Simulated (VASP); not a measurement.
# KI (Fm-3m) in VASP: a series of runs

KI is run at these levels: r2SCAN; tasks: single point.

Everything below comes from runs of VASP 6.6.1. Logs are shortened: lines on timing, memory, paths and dates and some standing lists are left out, and cuts for length are marked.

**Measured values to compare with.**

A printed reference work, monograph reports, for a bulk crystal of KI: band gap 6.32 eV.

How close the calculation comes is told below.

### 1 The cell of the first run

It takes space group Fm-3m (No. 225, cubic). The conventional cell has a = 6.947 Å, b = 6.947 Å, c = 6.947 Å, α = 90.00°, β = 90.00°, γ = 90.00°. Within 4.6 Å of K (site symmetry m-3m) lie 6 I at 3.47 Å. I (site symmetry m-3m) has 6 K at 3.47 Å within 4.6 Å.

### 2 Single point, r2SCAN (volume scaled by 0.94)

Contents of POSCAR:

```
KI
1.0
    0.0000000000      3.4735758950      3.4735758950
    3.4735758950      0.0000000000      3.4735758950
    3.4735758950      3.4735758950      0.0000000000
K I
1 1
Direct
    0.0000000000      0.0000000000      0.0000000000
    0.5000000000      0.5000000000      0.5000000000
```

Contents of INCAR.step1:

```
SYSTEM = KI
  PREC = Accurate
  ENCUT = 520
  ISMEAR = 0
  SIGMA = 0.02
  LREAL = .False.
  LASPH = .True.
  NELM = 60
  NBANDS = 15
  GGA = PE
  ALGO = Normal
  EDIFF = 1E-4
  LWAVE = .True.
  LCHARG = .False.
```

Contents of INCAR.step2:

```
SYSTEM = KI
  PREC = Accurate
  ENCUT = 520
  EDIFF = 1E-6
  ISMEAR = 0
  SIGMA = 0.02
  LREAL = .False.
  LASPH = .True.
  NELM = 60
  ALGO = Normal
  ISIF = 2
  LWAVE = .False.
  LCHARG = .True.
  METAGGA = R2SCAN
  LMIXTAU = .True.
  LELF = .True.
  LVHAR = .True.
  NBANDS = 15
  ISTART = 1
```

Contents of KPOINTS:

```
regular mesh
0
Gamma
  6 6 6
  0 0 0
```

Potentials or basis: VASP PAW PBE potentials, release 64 (K_sv, I).

Launch:

```console
$ cat potpaw_PBE.64/K_sv/POTCAR potpaw_PBE.64/I/POTCAR > POTCAR
$ cp INCAR.step1 INCAR
$ mpirun -np 1 vasp_std > vasp.out
$ cp INCAR.step2 INCAR
$ mpirun -np 1 vasp_std > vasp.out
```

OUTCAR:

```text
SYSTEM = KI
   PREC = Accurate
   ENCUT = 520
   EDIFF = 1E-6
   ISMEAR = 0
   LREAL = .False.
   LASPH = .True.
   NELM = 60
   ISIF = 2
   METAGGA = R2SCAN
   ISTART = 1

 ion  position               nearest neighbor table
   1  0.000  0.000  0.000-   2 3.47   2 3.47   2 3.47   2 3.47   2 3.47   2 3.47
   2  0.500  0.500  0.500-   1 3.47   1 3.47   1 3.47   1 3.47   1 3.47   1 3.47

  LATTYP: Found a face centered cubic cell.
 ALAT       =     6.9471517900

  Lattice vectors:

 A1 = (   0.0000000000,   3.4735758950,   3.4735758950)
 A2 = (   3.4735758950,   0.0000000000,   3.4735758950)
 A3 = (   3.4735758950,   3.4735758950,   0.0000000000)

Analysis of symmetry for initial positions (statically):
=====================================================================
 Subroutine PRICEL returns:
 Original cell was already a primitive cell.

 Routine SETGRP: Setting up the symmetry group for a
 face centered cubic supercell.

 Subroutine GETGRP returns: Found 48 space group operations
 (whereof 48 operations were pure point group operations)
 out of a pool of 48 trial point group operations.

The static configuration has the point symmetry O_h .

Analysis of symmetry for dynamics (positions and initial velocities):
=====================================================================
 Subroutine PRICEL returns:
 Original cell was already a primitive cell.

 Routine SETGRP: Setting up the symmetry group for a
 face centered cubic supercell.

 Subroutine GETGRP returns: Found 48 space group operations
 (whereof 48 operations were pure point group operations)
 out of a pool of 48 trial point group operations.

The dynamic configuration has the point symmetry O_h .

 Subroutine INISYM returns: Found 48 space group operations
 (whereof 48 operations are pure point group operations),
 and found     1 'primitive' translations

----------------------------------------------------------------------------------------

                                     Primitive cell

  volume of cell :      83.8225

  direct lattice vectors                    reciprocal lattice vectors
     0.000000000  3.473575895  3.473575895    -0.143943882  0.143943882  0.143943882
     3.473575895  0.000000000  3.473575895     0.143943882 -0.143943882  0.143943882
     3.473575895  3.473575895  0.000000000     0.143943882  0.143943882 -0.143943882

  length of vectors
     4.912378141  4.912378141  4.912378141     0.249318118  0.249318118  0.249318118

  position of ions in fractional coordinates (direct lattice)
     0.000000000  0.000000000  0.000000000
     0.500000000  0.500000000  0.500000000

  ion indices of the primitive-cell ions
[... 80 lines left out ...]
   EFERMI =   0.00;   METHOD = LEGACY
   ISMEAR =     0;   SIGMA  =   0.02  broadening in eV -4-tet -1-fermi 0-gaus
   EFERMI_NEDOS =   21; number of points for ismear=-14 and -15
   IALGO  =     38    algorithm
   IMIX   =      4    mixing-type and parameters
     AMIX     =   0.40;   BMIX     =  1.00
     AMIX_MAG =   1.60;   BMIX_MAG =  1.00
  volume/ion in A,a.u.               =      41.91       282.83
  Fermi-wavevector in a.u.,A,eV,Ry     =   0.942601  1.781258 12.088738  0.888497
  Thomas-Fermi vector in A             =   2.070227
   LORBIT       =      0    0 simple, 1 ext, 2 COOP (PROOUT), +10 PAW based schemes
   METAGGA = R2SCAN    functional components
   LHFCALC =     F    Hartree Fock is set to
   AEXX    =    0.0000 exact exchange contribution
   IVDW    =     0    specifies the selected vdW correction
   LEPSILON=     F    determine dielectric tensor
   LRPA    =     F    only Hartree local field effects (RPA)
 non-spin polarized calculation
 Gauss-broadening in eV      SIGMA  =   0.02
  energy-cutoff  :      520.00
  volume of cell :       83.82
 maximum number of plane-waves:      2285
 NGX is ok and might be reduce to    40
   NGX = 19   NGY = 19   NGZ = 19

 number of electron      16.0000001 magnetization

 Free energy of the ion-electron system (eV)
  ---------------------------------------------------
  ext. energy  EPLUGINS =         0.00000000
  ---------------------------------------------------
  free energy    TOTEN  =       -33.96928617 eV

  energy without entropy =      -33.96928617  energy(sigma->0) =      -33.96928617

 E-fermi :  -0.2708     XC(G=0):  -7.7314

 val. band max:       -0.4814744773   @ k =   0.0000   0.0000   0.0000
 cond. band min:       4.2625497368   @ k =   0.0000   0.0000   0.0000
 fundamental gap:      4.7440242140
 Fermi energy:        -0.2707933143

 k-point     1 :       0.0000    0.0000    0.0000
  band No.  band energies     occupation
      1     -30.0572      2.00000
      2     -12.7796      2.00000
      3     -12.7796      2.00000
      4     -12.7796      2.00000
      5     -11.3769      2.00000
      6      -0.4815      2.00000
      7      -0.4815      2.00000
      8      -0.4815      2.00000
      9       4.2625      0.00000
     10       6.5367      0.00000
     11       6.5367      0.00000
     12       6.5367      0.00000
     13       7.4219      0.00000
     14       7.4219      0.00000
[... 257 lines left out ...]
      2     -12.8375      2.00000
      3     -12.8269      2.00000
      4     -12.8103      2.00000
      5     -11.1364      2.00000
      6      -1.4438      2.00000
      7      -1.1033      2.00000
      8      -1.0786      2.00000
      9       5.6159      0.00000
     10       6.7859      0.00000
     11       7.5729      0.00000
     12       8.7985      0.00000
     13       8.9370      0.00000
     14      10.0152      0.00000
     15      10.5549      0.00000

------------------------ aborting loop because EDIFF is reached ----------------------------------------

  FORCE on cell =-STRESS in cart. coord.  units (eV):
  Direction    XX          YY          ZZ          XY          YZ          ZX
  --------------------------------------------------------------------------------------
  -------------------------------------------------------------------------------------
  Total        0.4721979      0.4721979      0.4721979     -0.0000000      0.0000000      0.0000000
  in kB        9.0255619      9.0255619      9.0255619     -0.0000000      0.0000000      0.0000000
  external PRESSURE =       9.0255619 kB  Pullay stress =       0.0000000 kB

 VOLUME and BASIS-vectors are now :
 -----------------------------------------------------------------------------
  energy-cutoff  :      520.00
  volume of cell :       83.82
      direct lattice vectors                 reciprocal lattice vectors
     0.000000000  3.473575895  3.473575895    -0.143943882  0.143943882  0.143943882
     3.473575895  0.000000000  3.473575895     0.143943882 -0.143943882  0.143943882
     3.473575895  3.473575895  0.000000000     0.143943882  0.143943882 -0.143943882

 POSITION                                       TOTAL-FORCE (eV/Angst)
 -----------------------------------------------------------------------------------
      0.00000      0.00000      0.00000        -0.000000     -0.000000     -0.000000
      3.47358      3.47358      3.47358         0.000000      0.000000      0.000000
 -----------------------------------------------------------------------------------
    total drift:                                0.000000     -0.000000     -0.000000

  FREE ENERGIE OF THE ION-ELECTRON SYSTEM (eV)
  ---------------------------------------------------
  free  energy   TOTEN  =       -33.9692861722 eV

  energy  without entropy=      -33.9692861722  energy(sigma->0) =      -33.96928617
```

OUTCAR.step1:

```text
SYSTEM = KI
   PREC = Accurate
   ENCUT = 520
   ISMEAR = 0
   LREAL = .False.
   LASPH = .True.
[... 499 lines left out ...]
      0.00000      0.00000      0.00000         0.000000     -0.000000      0.000000
      3.47358      3.47358      3.47358         0.000000      0.000000      0.000000
 -----------------------------------------------------------------------------------
    total drift:                                0.000000     -0.000000     -0.000000

  FREE ENERGIE OF THE ION-ELECTRON SYSTEM (eV)
  ---------------------------------------------------
  free  energy   TOTEN  =        -5.5294100963 eV

  energy  without entropy=       -5.5294100963  energy(sigma->0) =       -5.52941010
```

OSZICAR.step1:

```text
N       E                     dE             d eps       ncg     rms          rms(c)
DAV:   1     0.903490749589E+02    0.90349E+02   -0.65466E+03   480   0.917E+02
DAV:   2    -0.247005548826E+00   -0.90596E+02   -0.84887E+02   620   0.216E+02
DAV:   3    -0.535748982040E+01   -0.51105E+01   -0.50895E+01   650   0.450E+01
DAV:   4    -0.560056865408E+01   -0.24308E+00   -0.24301E+00   760   0.872E+00
DAV:   5    -0.560257363790E+01   -0.20050E-02   -0.20049E-02   671   0.751E-01    0.338E+00
DAV:   6    -0.552698520283E+01    0.75588E-01   -0.86310E-02   606   0.177E+00    0.239E+00
DAV:   7    -0.552460114292E+01    0.23841E-02   -0.11006E-01   648   0.173E+00    0.786E-01
DAV:   8    -0.552882902917E+01   -0.42279E-02   -0.12007E-02   502   0.733E-01    0.136E-01
DAV:   9    -0.552924251571E+01   -0.41349E-03   -0.73386E-04   634   0.166E-01    0.725E-02
DAV:  10    -0.552937575570E+01   -0.13324E-03   -0.11793E-04   483   0.623E-02    0.188E-02
DAV:  11    -0.552941009628E+01   -0.34341E-04   -0.45637E-05   443   0.407E-02
   1 F= -.55294101E+01 E0= -.55294101E+01  d E =-.351135E-23
```

Run time: 2 min. Hardware: 1 thread of Intel Xeon Platinum 8259CL at 2.50GHz (Skylake/Cascade Lake), shared host; peak memory 0.25 GiB.

What came out:

| Item | Value |
| --- | --- |
| Free energy | -33.9693 eV |
| Pressure | 0.9 GPa |
| Band gap on the k mesh | 4.74 eV, direct |

Caveat: the PAW data sets were made with another functional, which shifts forces and pressure a little; spin-orbit coupling is left out, which moves the levels of the heavy elements.

### 3 Single point, r2SCAN (volume scaled by 0.97)

Contents of POSCAR:

```
KI
1.0
    0.0000000000      3.5101425389      3.5101425389
    3.5101425389      0.0000000000      3.5101425389
    3.5101425389      3.5101425389      0.0000000000
K I
1 1
Direct
    0.0000000000      0.0000000000      0.0000000000
    0.5000000000      0.5000000000      0.5000000000
```

Contents of INCAR.step1:

```
SYSTEM = KI
ALGO = Normal
EDIFF = 1E-4
ENCUT = 520
GGA = PE
ISMEAR = 0
LASPH = .TRUE.
LCHARG = .FALSE.
LREAL = .FALSE.
LWAVE = .TRUE.
NBANDS = 15
NELM = 60
PREC = Accurate
SIGMA = 0.02
```

Contents of INCAR.step2:

```
SYSTEM = KI
ALGO = Normal
EDIFF = 1E-6
ENCUT = 520
ISIF = 2
ISMEAR = 0
ISTART = 1
LASPH = .TRUE.
LCHARG = .TRUE.
LELF = .TRUE.
LMIXTAU = .TRUE.
LREAL = .FALSE.
LVHAR = .TRUE.
LWAVE = .FALSE.
METAGGA = R2SCAN
NBANDS = 15
NELM = 60
PREC = Accurate
SIGMA = 0.02
```

Contents of KPOINTS:

```
k-points
0
G
  6 6 6
  0 0 0
```

Potentials or basis: VASP PAW PBE potentials, release 64 (K_sv, I).

Launch:

```console
$ cat potpaw_PBE.64/K_sv/POTCAR potpaw_PBE.64/I/POTCAR > POTCAR
$ cp INCAR.step1 INCAR
$ mpirun -np 1 vasp_std > vasp.out
$ cp INCAR.step2 INCAR
$ mpirun -np 1 vasp_std > vasp.out
```

OUTCAR:

```text
SYSTEM = KI
   EDIFF = 1E-6
   ENCUT = 520
   ISIF = 2
   ISMEAR = 0
   ISTART = 1
   LASPH = .TRUE.
   LREAL = .FALSE.
   METAGGA = R2SCAN
   NELM = 60
   PREC = Accurate

 ion  position               nearest neighbor table
   1  0.000  0.000  0.000-   2 3.51   2 3.51   2 3.51   2 3.51   2 3.51   2 3.51
   2  0.500  0.500  0.500-   1 3.51   1 3.51   1 3.51   1 3.51   1 3.51   1 3.51

  LATTYP: Found a face centered cubic cell.
 ALAT       =     7.0202850778

  Lattice vectors:

 A1 = (   0.0000000000,   3.5101425389,   3.5101425389)
 A2 = (   3.5101425389,   0.0000000000,   3.5101425389)
 A3 = (   3.5101425389,   3.5101425389,   0.0000000000)

Analysis of symmetry for initial positions (statically):
=====================================================================
 Subroutine PRICEL returns:
 Original cell was already a primitive cell.

 Routine SETGRP: Setting up the symmetry group for a
 face centered cubic supercell.

 Subroutine GETGRP returns: Found 48 space group operations
 (whereof 48 operations were pure point group operations)
 out of a pool of 48 trial point group operations.

The static configuration has the point symmetry O_h .

[... 166 lines left out ...]
      6      -0.6535      2.00000
      7      -0.6535      2.00000
      8      -0.6535      2.00000
      9       4.0051      0.00000
     10       6.3847      0.00000
     11       6.3847      0.00000
     12       6.3847      0.00000
     13       7.2487      0.00000
     14       7.2487      0.00000
[... 257 lines left out ...]
      2     -13.0453      2.00000
      3     -13.0383      2.00000
      4     -13.0239      2.00000
      5     -11.2820      2.00000
      6      -1.5697      2.00000
      7      -1.2443      2.00000
      8      -1.2158      2.00000
      9       5.4678      0.00000
     10       6.5291      0.00000
     11       7.3448      0.00000
     12       8.5203      0.00000
     13       8.6991      0.00000
     14       9.7722      0.00000
     15      10.2560      0.00000

------------------------ aborting loop because EDIFF is reached ----------------------------------------

  FORCE on cell =-STRESS in cart. coord.  units (eV):
  Direction    XX          YY          ZZ          XY          YZ          ZX
  --------------------------------------------------------------------------------------
  -------------------------------------------------------------------------------------
  Total        0.2222705      0.2222705      0.2222705     -0.0000000     -0.0000000     -0.0000000
  in kB        4.1170697      4.1170697      4.1170697     -0.0000000     -0.0000000     -0.0000000
  external PRESSURE =       4.1170697 kB  Pullay stress =       0.0000000 kB

 VOLUME and BASIS-vectors are now :
 -----------------------------------------------------------------------------
  energy-cutoff  :      520.00
  volume of cell :       86.50
      direct lattice vectors                 reciprocal lattice vectors
     0.000000000  3.510142539  3.510142539    -0.142444358  0.142444358  0.142444358
     3.510142539  0.000000000  3.510142539     0.142444358 -0.142444358  0.142444358
     3.510142539  3.510142539  0.000000000     0.142444358  0.142444358 -0.142444358

 POSITION                                       TOTAL-FORCE (eV/Angst)
 -----------------------------------------------------------------------------------
      0.00000      0.00000      0.00000         0.000000      0.000000      0.000000
      3.51014      3.51014      3.51014         0.000000      0.000000      0.000000
 -----------------------------------------------------------------------------------
    total drift:                                0.000000     -0.000000     -0.000000

  FREE ENERGIE OF THE ION-ELECTRON SYSTEM (eV)
  ---------------------------------------------------
  free  energy   TOTEN  =       -33.9805944975 eV

  energy  without entropy=      -33.9805944975  energy(sigma->0) =      -33.98059450
```

Run time: 2 min. Hardware: 1 thread of Intel Xeon Platinum 8259CL at 2.50GHz (Skylake/Cascade Lake), shared host; peak memory 0.26 GiB.

What came out:

- Free energy: -33.9806 eV
- Pressure: 0.4 GPa
- Band gap on the k mesh: 4.66 eV, direct

Caveat: the PAW data sets were made with another functional, which shifts forces and pressure a little; spin-orbit coupling is left out, which moves the levels of the heavy elements.

[end of part 1 of 2]
